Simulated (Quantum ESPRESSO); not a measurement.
**Sn under changes of volume**

One of the cells (27.205 Å³/atom); the others are scaled copies at fixed shape and fractional positions:

```xyz
1
Lattice="-1.8947 1.8947 1.8947 1.8947 -1.8947 1.8947 1.8947 1.8947 -1.8947" Properties=species:S:1:pos:R:3 pbc="T T T"
Sn    0.0000    0.0000    0.0000
```

This isn't the form of Sn at room conditions, which is tetragonal (white tin).

| Item | Value |
| --- | --- |
| Program | Quantum ESPRESSO 7.5 |
| Functional | r2SCAN |
| Potentials or basis | SG15 PBE 1.2 |
| Cutoff | 952 eV |
| Density cutoff | 3810 eV |
| k mesh | 8 × 8 × 8 |
| Occupations | fermi-dirac, width 0.05 eV |
| Spin | no spin polarisation |

```csv
volume (Å³/atom),energy over the lowest point (meV/atom),pressure (GPa)
25.573,7.61,2.1
26.117,2.26,1.0
26.661,0.00,0.1
27.205,0.68,-0.8
27.749,4.25,-1.6
28.293,10.61,-2.4
28.837,?,?
```

**Question.** What does the run at 28.837 Å³/atom give?

**Answer.** Energy over the lowest point 19.55 meV/atom; pressure -3.1 GPa.

Worked out: A Birch-Murnaghan fit of order 3 (a polynomial in V^(-2/3)) to the other rows has its minimum at 26.80 Å³/atom with B0 = V·E''(V) = 43 GPa (rough, since the energies scatter). It gives 19.63 meV/atom at 28.837 Å³/atom, against the run's 19.55, and -dE/dV = -3.0 GPa, against -3.1.

Energies are extrapolated to zero smearing.

Caveats: the potentials were made for another functional, which shifts forces and pressure.
